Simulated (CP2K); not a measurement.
Crystal: BAs.

```
B As
1.0
     2.93437    0.00000    0.00000
     0.00000    2.93437    0.00000
     0.00000    0.00000    2.93437
B As
1 1
Direct
  0.50000 0.50000 0.50000
  0.00000 0.00000 0.00000
```

The cell was built by a generator and needn't be a form met in nature.

Base run:

| Item | Value |
| --- | --- |
| Program | CP2K 2026.2 |
| Functional | PW91 |
| Potentials or basis | POTENTIAL_UZH B GTH-PBE-q3, As GTH-PBE-q5; TZVP-MOLOPT-PBE-GTH basis |
| Density cutoff | 9184 eV |
| k mesh | 9 × 9 × 9 |
| Occupations | fermi-dirac, width 0.05 eV |
| Spin | no spin polarisation |

Its results: band gap on the k mesh none (metal or under the smearing width); pressure 2.5 GPa.

Q: After a change of settings the same cell gave: band gap on the k mesh none (metal or under the smearing width); pressure 4.5 GPa. Which change was it?
A. functional from PW91 to PBE
B. functional from PW91 to MS2
C. functional from PW91 to OLYP
D. functional from PW91 to RPBE

A: B.

Caveats: the potentials were made for another functional, which shifts forces and pressure; the basis of atomic orbitals isn't converged, which shifts pressures, moduli and gaps.
